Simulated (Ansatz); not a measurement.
Crystal: PbS.

```xyz
4
Lattice="2.0800 -5.9913 0.0000 2.0800 5.9913 0.0000 0.0000 0.0000 4.2793" Properties=species:S:1:pos:R:3 pbc="T T T"
Pb    2.0800    4.4268    1.0698
Pb    2.0800   -4.4268    3.2095
S     2.0800    1.7399    1.0698
S     2.0800   -1.7399    3.2095
```

Measurements of this composition are mostly on another form, of space group No. 225.

Base run:

- Program: Ansatz 0.2.0
- Functional: m-r2SCAN
- Potentials or basis: Ansatz PAW
- Cutoff: 500 eV (not typed: the program's choice for these potentials)
- k mesh: 7 × 7 × 6
- Occupations: fermi-dirac, width 0.05 eV
- Spin: no spin polarisation

Its results: band gap on the k mesh 1.53 eV, indirect (least direct gap 1.79 eV); pressure -0.1 GPa; largest force 0.038 eV/Å.

Problem. The run is repeated on the same cell with these changes: functional from m-r2SCAN to LDA; cutoff from 500 eV (not typed: the program's choice for these potentials) to 420 eV (not typed: the program's choice for these potentials); spin from no spin polarisation to spin-orbit coupling, no magnetisation; potential files from those of the base run to others of the same set. What comes out?

Solution. Band gap on the k mesh 0.91 eV, indirect (least direct gap 0.96 eV); pressure -3.7 GPa; largest force 0.170 eV/Å.

Several settings changed at once, so the effect can't be laid on one alone.

Caveats: the k mesh misses the band edges, so the gap on the mesh is wider than the one along the path; the PAW data sets come from PBE, with cores solved anew for the run's functional, which leaves a small shift of forces and pressure; spin-orbit coupling is left out, which as a rule narrows the gap of such compounds by several tenths of an eV (some runs).
